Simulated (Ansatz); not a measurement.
# GaAs: a point defect seen from the nuclei (As vacancy), part 2 of 3

Aim: the field gradients and hyperfine parameters at and around a point defect: As vacancy in GaAs, cell charge +1. The cell is a supercell built from a structure deposited in the COD. Planned: a single point, then a relaxation, then a check of method with width.

Ansatz 0.2.0; DFT, PBE, plane-wave PAW, default files, scalar-relativistic, as far as a step names no other.

### 3 Ions relaxed

File input.yaml:

```yaml
crystal:
  lattice:
    - [0.0, 8.48055, 8.48055]
    - [8.48055, 0.0, 8.48055]
    - [8.48055, 8.48055, 0.0]
  atoms:
    - { symbol: Ga, position: [0.0, 0.0, 0.0], spin: 0.5 }
    - { symbol: Ga, position: [0.0, 0.0, 0.3333333333], spin: 0.5 }
    - { symbol: Ga, position: [0.0, 0.0, 0.6666666667] }
    - { symbol: Ga, position: [0.0, 0.3333333333, 0.0], spin: 0.5 }
    - { symbol: Ga, position: [0.0, 0.3333333333, 0.3333333333] }
    - { symbol: Ga, position: [0.0, 0.3333333333, 0.6666666667] }
    - { symbol: Ga, position: [0.0, 0.6666666667, 0.0] }
    - { symbol: Ga, position: [0.0, 0.6666666667, 0.3333333333] }
    - { symbol: Ga, position: [0.0, 0.6666666667, 0.6666666667] }
    - { symbol: Ga, position: [0.3333333333, 0.0, 0.0], spin: 0.5 }
    - { symbol: Ga, position: [0.3333333333, 0.0, 0.3333333333] }
    - { symbol: Ga, position: [0.3333333333, 0.0, 0.6666666667] }
    - { symbol: Ga, position: [0.3333333333, 0.3333333333, 0.0] }
    - { symbol: Ga, position: [0.3333333333, 0.3333333333, 0.3333333333] }
    - { symbol: Ga, position: [0.3333333333, 0.3333333333, 0.6666666667] }
    - { symbol: Ga, position: [0.3333333333, 0.6666666667, 0.0] }
    - { symbol: Ga, position: [0.3333333333, 0.6666666667, 0.3333333333] }
    - { symbol: Ga, position: [0.3333333333, 0.6666666667, 0.6666666667] }
    - { symbol: Ga, position: [0.6666666667, 0.0, 0.0] }
    - { symbol: Ga, position: [0.6666666667, 0.0, 0.3333333333] }
    - { symbol: Ga, position: [0.6666666667, 0.0, 0.6666666667] }
    - { symbol: Ga, position: [0.6666666667, 0.3333333333, 0.0] }
    - { symbol: Ga, position: [0.6666666667, 0.3333333333, 0.3333333333] }
    - { symbol: Ga, position: [0.6666666667, 0.3333333333, 0.6666666667] }
    - { symbol: Ga, position: [0.6666666667, 0.6666666667, 0.0] }
    - { symbol: Ga, position: [0.6666666667, 0.6666666667, 0.3333333333] }
    - { symbol: Ga, position: [0.6666666667, 0.6666666667, 0.6666666667] }
    - { symbol: As, position: [0.0833333333, 0.0833333333, 0.4166666667] }
    - { symbol: As, position: [0.0833333333, 0.0833333333, 0.75] }
    - { symbol: As, position: [0.0833333333, 0.4166666667, 0.0833333333] }
    - { symbol: As, position: [0.0833333333, 0.4166666667, 0.4166666667] }
    - { symbol: As, position: [0.0833333333, 0.4166666667, 0.75] }
    - { symbol: As, position: [0.0833333333, 0.75, 0.0833333333] }
    - { symbol: As, position: [0.0833333333, 0.75, 0.4166666667] }
    - { symbol: As, position: [0.0833333333, 0.75, 0.75] }
    - { symbol: As, position: [0.4166666667, 0.0833333333, 0.0833333333] }
    - { symbol: As, position: [0.4166666667, 0.0833333333, 0.4166666667] }
    - { symbol: As, position: [0.4166666667, 0.0833333333, 0.75] }
    - { symbol: As, position: [0.4166666667, 0.4166666667, 0.0833333333] }
    - { symbol: As, position: [0.4166666667, 0.4166666667, 0.4166666667] }
    - { symbol: As, position: [0.4166666667, 0.4166666667, 0.75] }
    - { symbol: As, position: [0.4166666667, 0.75, 0.0833333333] }
    - { symbol: As, position: [0.4166666667, 0.75, 0.4166666667] }
    - { symbol: As, position: [0.4166666667, 0.75, 0.75] }
    - { symbol: As, position: [0.75, 0.0833333333, 0.0833333333] }
    - { symbol: As, position: [0.75, 0.0833333333, 0.4166666667] }
    - { symbol: As, position: [0.75, 0.0833333333, 0.75] }
    - { symbol: As, position: [0.75, 0.4166666667, 0.0833333333] }
    - { symbol: As, position: [0.75, 0.4166666667, 0.4166666667] }
    - { symbol: As, position: [0.75, 0.4166666667, 0.75] }
    - { symbol: As, position: [0.75, 0.75, 0.0833333333] }
    - { symbol: As, position: [0.75, 0.75, 0.4166666667] }
    - { symbol: As, position: [0.75, 0.75, 0.75] }
magnetization:
  spin_polarized: true
total_charge: 1
kpoints:
  mp_grid: { grid: [2, 2, 2] }
scf:
  occupations: { method: fermi_dirac, width: 0.01 }
hamiltonian:
  xc: pbe
  pseudopotentials: { kind: paw }
output:
  forces: true
  stress: true
  populations: true
  efg:
    quadrupole_moments_barn: { Ga: 0.107, As: 0.311 }
    contact_densities: true
  write_density: true
  write_potential: true
  elf: true
  volumetric_format: npy
relax:
  f_tol: 0.03
  max_steps: 40
```

Started as:

```bash
ansatz run input.yaml --threads 4 --pin off --max-ram 10240MiB --backend cpu --events-out ev --progress --plain --runs-dir out
```

The log of the run:

```text
[... 1 line left out ...]
Warning: RAYON_NUM_THREADS=4 ignored (pool sized by the plan → 4); use --threads N
Engine: ansatz 0.2.0, x86_64-unknown-linux-gnu
Pseudopotentials: kind: paw
Pseudopotential: Ga, paw, valence charge 13, recommended cutoff 420 eV (normal), Ga.paw.azcp
Pseudopotential: As, paw, valence charge 15, recommended cutoff 420 eV (normal), As.paw.azcp
Functional definition: PBE
  parameter kappa = 0.804
  parameter beta = 0.06672455060314922
  exchange = pbe_x(kappa = kappa, mu = beta*pi^2/3)
  correlation = pbe_c(beta = beta)
Crystal: 53 atoms, lattice volume = 1219.838 Å³
Basis set: ecut = 420 eV, 23829 PW (Γ), exchange–correlation on 162×162×162 points (8 copies of the dense FFT grid, shifted against one another)
Bands: 446, of which v1, the nominal top of the filled ones, is band 370 counted from 1 (369 counted from 0)
Symmetry: 24 space group operations
Space group: F-43m (ITA 216), of the structure as read, at distance tolerance 1.1e-4 Å
Magnetic group: BNS 216.74 (UNI 1576), of the structure as read, at distance tolerance 1.1e-4 Å
k-points: 3 of 8
Non-local potential: Ga, projectors of the file, l = 0: 2, l = 1: 2, l = 2: 3, l = 3: 1
Non-local potential: As, projectors of the file, l = 0: 2, l = 1: 2, l = 2: 3, l = 3: 1
PAW form: soft (Blöchl's): semilocal exchange-correlation on the pseudo side does not see the compensation charge
PAW one-centre angular grid: Ga, 590 points (default); XC on 64 Gauss nodes
PAW one-centre angular grid: As, 590 points (default); XC on 64 Gauss nodes
Initial density: superposition of atomic densities (chi_scale 0.1, normalization cell)
Starting moments: Σ|m| = 2 μB on 4 of 53 sites
Initial wavefunctions: pseudopotential atomic-orbital guess
Functional: x = pbe(κ = 0.804, μ = 0.2195149727645171), c = pbe(β = 0.06672455060314922)
iter 1 solved again at ethr=2.71e-3 eV; its pass at ethr=3.10e-3 eV (dr2=2.01e1 eV) is discarded
SCF iter   1: F=—  HF=-228428.422009 eV  |F-HF|=—  |Δ(HF+E_count)|=         —  Δρ=2.37e-2 (↑2.23e-2 ↓2.37e-2)  dr2=2.01e1  dr2_m=2.00e0  M=0.000 μB ∫|m|=0.179 μB  β_m=0.30  ethr=2.71e-3  ⟨swp⟩=1.3  Hψ=13278  notcnv=0
preconditioner: auto → Resta (q_TF=auto, 2.510 Å⁻¹)  ε∞=3.7  [insulator: Δε(μ)=0.211 eV  Ē_g=14.184 eV  σ=0.010 eV  W_gap=1.00  n_scr=330 (ndim 8)  ℏωp=23.3 eV  f_vac=0.007  D(μ)=0.00/eV (n_scr^D=0)  ε∞_Penn≈3.7]
spin=Collinear: Resta preconditioning applied to the charge; magnetization (m = ρ↑ − ρ↓) channel mixes plain (no charge-response kernel on spin).
SCF iter   2: F=—  HF=-228425.759835 eV  |F-HF|=—  |Δ(HF+E_count)|=    2.66e0  Δρ=1.74e-2 (↑1.60e-2 ↓1.74e-2)  dr2=9.63e0  dr2_m=9.98e-1  M=0.000 μB ∫|m|=0.138 μB  β_m=0.30  ethr=2.71e-3  ⟨swp⟩=2.8  Hψ=3143  notcnv=0
SCF iter   3: F=—  HF=-228423.969855 eV  |F-HF|=—  |Δ(HF+E_count)|=    1.79e0  Δρ=7.85e-3 (↑7.41e-3 ↓7.85e-3)  dr2=8.01e-1  dr2_m=4.97e-1  M=0.001 μB ∫|m|=0.109 μB  β_m=0.30  ethr=1.30e-3  ⟨swp⟩=3.0  Hψ=3564  notcnv=0  defer=420
SCF iter   4: F=—  HF=-228423.960050 eV  |F-HF|=—  |Δ(HF+E_count)|=   9.80e-3  Δρ=5.20e-3 (↑5.20e-3 ↓4.63e-3)  dr2=1.04e-1  dr2_m=2.47e-1  M=0.000 μB ∫|m|=0.081 μB  β_m=0.30  ethr=1.08e-4  ⟨swp⟩=2.5  Hψ=4520  notcnv=0  defer=420
SCF iter   5: F=—  HF=-228423.990704 eV  |F-HF|=—  |Δ(HF+E_count)|=   3.07e-2  Δρ=3.51e-3 (↑3.51e-3 ↓3.32e-3)  dr2=3.44e-2  dr2_m=1.23e-1  M=0.000 μB ∫|m|=0.061 μB  β_m=0.30  ethr=1.41e-5  ⟨swp⟩=2.0  Hψ=3708  notcnv=0  defer=420
SCF iter   6: F=—  HF=-228424.015225 eV  |F-HF|=—  |Δ(HF+E_count)|=   2.45e-2  Δρ=2.44e-3 (↑2.29e-3 ↓2.44e-3)  dr2=6.47e-3  dr2_m=6.11e-2  M=0.000 μB ∫|m|=0.046 μB  β_m=0.30  ethr=4.65e-6  ⟨swp⟩=2.0  Hψ=4512  notcnv=0  defer=420
SCF iter   7: F=—  HF=-228424.024689 eV  |F-HF|=—  |Δ(HF+E_count)|=   9.46e-3  Δρ=1.66e-3 (↑1.66e-3 ↓1.65e-3)  dr2=1.27e-3  dr2_m=3.04e-2  M=0.000 μB ∫|m|=0.035 μB  β_m=0.30  ethr=8.74e-7  ⟨swp⟩=2.0  Hψ=4152  notcnv=0  defer=420
Mixer restart at iter 7: flushing history
[... 112 lines left out ...]
  atom  36  As V_zz =    +6.268238   η = 0.0460   by run symmetry: allowed   C_q = +47.1368 MHz
            electrostatic potential = -4514.207144 V   contact ρ = 235493.931961 e/Å³   contact ρ_s (e/Å³): all electrons +0.000000, valence -0.000000
  atom  37  As V_zz =    -0.514889   η = 0.0000   by run symmetry: allowed   C_q = -3.8719 MHz
            electrostatic potential = -4514.320586 V   contact ρ = 235491.904611 e/Å³   contact ρ_s (e/Å³): all electrons +0.000000, valence +0.000000
  atom  38  As V_zz =    +6.268238   η = 0.0460   by run symmetry: allowed   C_q = +47.1368 MHz
            electrostatic potential = -4514.207144 V   contact ρ = 235493.931961 e/Å³   contact ρ_s (e/Å³): all electrons +0.000000, valence -0.000000
  atom  39  As V_zz =    -0.514889   η = 0.0000   by run symmetry: allowed   C_q = -3.8719 MHz
            electrostatic potential = -4514.320586 V   contact ρ = 235491.904611 e/Å³   contact ρ_s (e/Å³): all electrons +0.000000, valence +0.000000
  atom  40  As V_zz =    -0.514889   η = 0.0000   by run symmetry: allowed   C_q = -3.8719 MHz
            electrostatic potential = -4514.320586 V   contact ρ = 235491.904611 e/Å³   contact ρ_s (e/Å³): all electrons +0.000000, valence +0.000000
  atom  41  As V_zz =    +0.263550   η = 0.2120   by run symmetry: allowed   C_q = +1.9819 MHz
            electrostatic potential = -4514.352930 V   contact ρ = 235491.694650 e/Å³   contact ρ_s (e/Å³): all electrons -0.000000, valence -0.000000
  atom  42  As V_zz =    +6.268238   η = 0.0460   by run symmetry: allowed   C_q = +47.1368 MHz
            electrostatic potential = -4514.207144 V   contact ρ = 235493.931961 e/Å³   contact ρ_s (e/Å³): all electrons +0.000000, valence -0.000000
  atom  43  As V_zz =    +0.263550   η = 0.2120   by run symmetry: allowed   C_q = +1.9819 MHz
            electrostatic potential = -4514.352930 V   contact ρ = 235491.694650 e/Å³   contact ρ_s (e/Å³): all electrons -0.000000, valence -0.000000
  atom  44  As V_zz =    +0.263550   η = 0.2120   by run symmetry: allowed   C_q = +1.9819 MHz
            electrostatic potential = -4514.352930 V   contact ρ = 235491.694650 e/Å³   contact ρ_s (e/Å³): all electrons -0.000000, valence -0.000000
  atom  45  As V_zz =    +6.268238   η = 0.0460   by run symmetry: allowed   C_q = +47.1368 MHz
            electrostatic potential = -4514.207144 V   contact ρ = 235493.931961 e/Å³   contact ρ_s (e/Å³): all electrons +0.000000, valence -0.000000
  atom  46  As V_zz =    +6.268238   η = 0.0460   by run symmetry: allowed   C_q = +47.1368 MHz
            electrostatic potential = -4514.207144 V   contact ρ = 235493.931961 e/Å³   contact ρ_s (e/Å³): all electrons +0.000000, valence -0.000000
  atom  47  As V_zz =    -0.951895   η = 0.0000   by run symmetry: allowed   C_q = -7.1582 MHz
            electrostatic potential = -4514.295362 V   contact ρ = 235492.126688 e/Å³   contact ρ_s (e/Å³): all electrons +0.000001, valence +0.000001
  atom  48  As V_zz =    +6.268238   η = 0.0460   by run symmetry: allowed   C_q = +47.1368 MHz
            electrostatic potential = -4514.207144 V   contact ρ = 235493.931961 e/Å³   contact ρ_s (e/Å³): all electrons +0.000000, valence -0.000000
  atom  49  As V_zz =    +0.263550   η = 0.2120   by run symmetry: allowed   C_q = +1.9819 MHz
            electrostatic potential = -4514.352930 V   contact ρ = 235491.694650 e/Å³   contact ρ_s (e/Å³): all electrons -0.000000, valence -0.000000
  atom  50  As V_zz =    +0.263550   η = 0.2120   by run symmetry: allowed   C_q = +1.9819 MHz
            electrostatic potential = -4514.352930 V   contact ρ = 235491.694650 e/Å³   contact ρ_s (e/Å³): all electrons -0.000000, valence -0.000000
  atom  51  As V_zz =    -0.951895   η = 0.0000   by run symmetry: allowed   C_q = -7.1582 MHz
            electrostatic potential = -4514.295362 V   contact ρ = 235492.126688 e/Å³   contact ρ_s (e/Å³): all electrons +0.000001, valence +0.000001
  atom  52  As V_zz =    +0.263550   η = 0.2120   by run symmetry: allowed   C_q = +1.9819 MHz
            electrostatic potential = -4514.352930 V   contact ρ = 235491.694650 e/Å³   contact ρ_s (e/Å³): all electrons -0.000000, valence -0.000000
  atom  53  As V_zz =    -0.951895   η = 0.0000   by run symmetry: allowed   C_q = -7.1582 MHz
            electrostatic potential = -4514.295362 V   contact ρ = 235492.126688 e/Å³   contact ρ_s (e/Å³): all electrons +0.000001, valence +0.000001
--- Band table (eV; the first three rows and the last of 6) ---
[... 4 lines left out ...]
--- Relaxed structure (3 steps of the walk, 3 accepted, 0 SCFs on fresh bases) ---
  F+E_penalty+E_count = -228424.12088011 eV   max|allowed force component| = 1.667e-2 eV/Å
  atoms:
[... 53 lines left out ...]
--- Löwdin populations: 53 sites ---
  site symbol       q [e]    m [muB]
[... 53 lines left out ...]
  spilling = 0.001469 (of n_electrons = 740.000000)
```

Run time: 3.9 min. Hardware: 4 threads of Intel Xeon Platinum 8375C at 2.90GHz (Ice Lake), shared host; peak memory 7.6 GiB.

The steps of the relaxation:

```tsv
step	energy change (eV)	largest force component (eV/Å)
1	0.0000	0.325
2	-0.0853	0.086
3	-0.0916	0.017
```

Atom 1 and its like (Ga) moved farthest, 0.068 Å; the mean move was 0.019 Å.

The run ends with gap on the mesh 0.22 eV, largest force 0.029 eV/Å, pressure 2.9 GPa.

Against step 2 (V_zz in 10²¹ V/m²):

```tsv
site	atoms	V_zz, PBE	V_zz, PBE relaxed	η, PBE	η, PBE relaxed
Ga1	1, 2, 4, …	11.86	11.24	0.00	0.00
As28	28, 29, 30, …	5.61	6.27	0.08	0.05
Ga5	5, 6, 8, …	-0.39	0.48	0.57	0.68
As41	41, 43, 44, …	0.18	0.26	1.00	0.21
Ga3	3, 7, 9, …	1.15	-1.88	0.83	0.90
As35	35, 47, 51, …	-1.03	-0.95	0.00	0.00
As31	31, 37, 39, …	-0.77	-0.51	0.00	0.00
Ga18	18, 24, 26, …	0.18	0.39	0.00	0.00
Ga14	14	0.00	0.00	–	–
```

Site by site (atoms counted from 1):

```tsv
site	atoms	distance from the defect (Å)	V_zz (10²¹ V/m²)	η	C_Q (MHz)
Ga1	1, 2, 4, 10	2.38	11.24	0.00	29.1 (⁷¹Ga)
As28	28, 29, 30, 32, …	3.97	6.27	0.05	47.1 (⁷⁵As)
Ga5	5, 6, 8, 11, …	4.70	0.48	0.68	1.24 (⁷¹Ga)
As41	41, 43, 44, 49, …	5.66	0.26	0.21	1.98 (⁷⁵As)
Ga3	3, 7, 9, 19, …	6.16	-1.88	0.90	-4.85 (⁷¹Ga)
As31	31, 37, 39, 40	6.92	-0.51	0.00	-3.87 (⁷⁵As)
As35	35, 47, 51, 53	6.92	-0.95	0.00	-7.16 (⁷⁵As)
Ga14	14	7.34	0.00	–	0 (⁷¹Ga)
Ga18	18, 24, 26, 27	7.35	0.39	0.00	1.02 (⁷¹Ga)
```

Direction of the V_zz axis (Cartesian unit vector):

```tsv
site	atom	x	y	z
Ga1	1	0.58	0.58	0.58
Ga3	3	-0.71	0.71	0.00
Ga5	5	0.00	-0.71	0.71
Ga18	18	-0.58	0.58	0.58
As28	28	0.71	0.71	0.02
As31	31	0.58	-0.58	-0.58
As35	35	-0.58	0.58	0.58
As41	41	0.71	0.71	0.00
```

The sizes of the gradients above 0.15 moved by 27 % in the median, over a factor of two at the site that moves most (small gradients counted from 0.15; Ga18, 0.18 to 0.39), with a change of sign at Ga5, Ga3.

(Part 2 of 3 ends here.)
